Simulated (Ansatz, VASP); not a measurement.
**KCl in VASP and in Ansatz**

The input POSCAR:

```
KCl
1.0
   -0.0282336268      3.5072828324      3.5072828324
    3.5072828324     -0.0282336268      3.5072828324
    3.4790492056      3.4790492056      0.0000000000
K Cl
1 1
Direct
   -0.0018232074     -0.0018232074      0.0018232074
    0.2518232074      0.2518232074      0.2481767926
```

File INCAR.step1:

```
SYSTEM = KCl
PREC     = Accurate       ! precision mode
ENCUT    = 520            ! plane-wave cutoff, eV
EDIFF    = 1E-5           ! SCF threshold, eV
ISMEAR   = 0              ! smearing method
SIGMA    = 0.01           ! smearing width, eV
LREAL    = .FALSE.        ! projectors in reciprocal space
LASPH    = .TRUE.         ! aspherical terms in the spheres
NELM     = 100            ! most SCF steps
ALGO     = Normal         ! electronic algorithm
ISIF     = 2              ! what is computed and relaxed
LWAVE    = .TRUE.         ! write WAVECAR
LCHARG   = .FALSE.        ! write CHGCAR
GGA      = PE             ! functional
NBANDS   = 15             ! bands
```

The input INCAR.step2:

```
SYSTEM = KCl
PREC     = Accurate       ! precision mode
ENCUT    = 520            ! plane-wave cutoff, eV
EDIFF    = 1E-6           ! SCF threshold, eV
ISMEAR   = 0              ! smearing method
SIGMA    = 0.01           ! smearing width, eV
LREAL    = .FALSE.        ! projectors in reciprocal space
LASPH    = .TRUE.         ! aspherical terms in the spheres
NELM     = 100            ! most SCF steps
ALGO     = Normal         ! electronic algorithm
ISIF     = 2              ! what is computed and relaxed
LWAVE    = .FALSE.        ! write WAVECAR
LCHARG   = .FALSE.        ! write CHGCAR
GGA      = PE             ! functional
LHFCALC  = .TRUE.         ! exact exchange
HFSCREEN = 0.2079         ! screening, 1/A
PRECFOCK = Normal       
ISTART   = 1            
NBANDS   = 15             ! bands
```

Contents of KPOINTS:

```
regular mesh
0
G
  4 4 4
  0 0 0
```

Input for Ansatz:

```yaml
crystal:
  lattice:
    - [-0.0282336268, 3.5072828324, 3.5072828324]
    - [3.5072828324, -0.0282336268, 3.5072828324]
    - [3.4790492056, 3.4790492056, 0.0]
  atoms:
    - { symbol: K, position: [-0.0018232074, -0.0018232074, 0.0018232074] }
    - { symbol: Cl, position: [0.2518232074, 0.2518232074, 0.2481767926] }
kpoints:
  mp_grid: { grid: [4, 4, 4] }
  band_path:
    path:
      - [0.0, 0.0, 0.0]
      - [-0.5, -0.5, 0.0]
      - [-0.375, -0.375, 0.25]
      - [-0.375, 0.0, 0.375]
      - [0.0, 0.0, 0.5]
      - [-0.5, -0.25, 0.25]
    npoints: 1
hamiltonian:
  xc: hse06
scf:
  occupations: { method: fixed }
  n_extra_bands: 4
output:
  forces: true
  stress: true
  eigenvalues: true
```

Change from the starting cell: shear_xy strain -1.6%.

Alike in both runs: task single point; functional HSE06; k mesh 4 × 4 × 4; no spin polarisation.

```csv
,VASP,Ansatz
version,VASP 6.6.1,Ansatz 0.2.0
potentials or method,"VASP PAW PBE potentials, release 64 (K_sv, Cl)","plane waves, PAW"
plane-wave cutoff (eV),520,420
occupations,"gaussian, width 0.01 eV",fixed
valence electrons in the cell,16,16
```

Ansatz gave:

```
gap on the k mesh at the Fermi level (eV)       : 6.01
pressure (GPa)                                  : 0.1
largest component of the traceless stress (GPa) : 0.05
```

Task: What did VASP give for the same quantities?

Result: gap on the k mesh at the Fermi level (eV): 6.01; pressure (GPa): 0.2; largest component of the traceless stress (GPa): 0.05.

Ansatz warned: «stress_exchange_threshold_loose».

Caveats: the PAW data sets were made with another functional, which shifts forces and pressure a little (VASP). A k mesh can miss the band edges.
